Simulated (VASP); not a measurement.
Write the native input for VASP 6.6.1 that does the following.

| Quantity | Value |
| --- | --- |
| Task | single point |
| Functional | PBE |
| Potentials or basis | VASP PAW PBE potentials, release 64 (Ni) |
| Cutoff | 520 eV |
| k mesh | 10 × 10 × 10 |
| Occupations | gaussian, width 0.1 eV |
| Spin | collinear spin, typed start |
| Starting moments | [2.0] μB |
| Dipole correction | no |
| Further INCAR settings | ALGO = Normal; EDIFF = 1e-07; NBANDS = 15 |

The structure of Ni lies in POSCAR:

```
Ni
1.0
   -1.3837154700      1.3837154700      1.3837154700
    1.3837154700     -1.3837154700      1.3837154700
    1.3837154700      1.3837154700     -1.3837154700
Ni
1
Direct
    0.0000000000      0.0000000000      0.0000000000
```

This isn't the form of Ni at room conditions, which is fcc.

These files were run (other wordings do the same):

INCAR

```
SYSTEM = Ni
PREC = Accurate ; ENCUT = 520
EDIFF = 1E-7 ; ISMEAR = 0
SIGMA = 0.1 ; LREAL = .FALSE.
LASPH = .TRUE. ; NELM = 150
ALGO = Normal ; ISIF = 2
LWAVE = .FALSE. ; LCHARG = .FALSE.
ISPIN = 2 ; MAGMOM = 2
LORBIT = 11 ; LMAXMIX = 4
GGA = PE ; NBANDS = 15
```

KPOINTS

```
Automatic mesh
0
G
  10 10 10
  0 0 0
```

Potentials or basis: VASP PAW PBE potentials, release 64 (Ni).

Launch:

```console
$ cat potpaw_PBE.64/Ni/POTCAR > POTCAR
$ mpirun -np 1 vasp_std > vasp.out
```

Results of the run:

- Pressure: 6.9 GPa
- Band gap on the k mesh: none (metal or under the smearing width)
- Net moment: 0.43 μB per cell
- Site moments: Ni +0.44 μB
- Valence electrons inside the program's atomic spheres: Ni 9.36

Wall time 12 s on 1 thread of Intel(R) Xeon(R) 6975P-C (Granite Rapids) (shared host), peak memory 0.13 GiB.
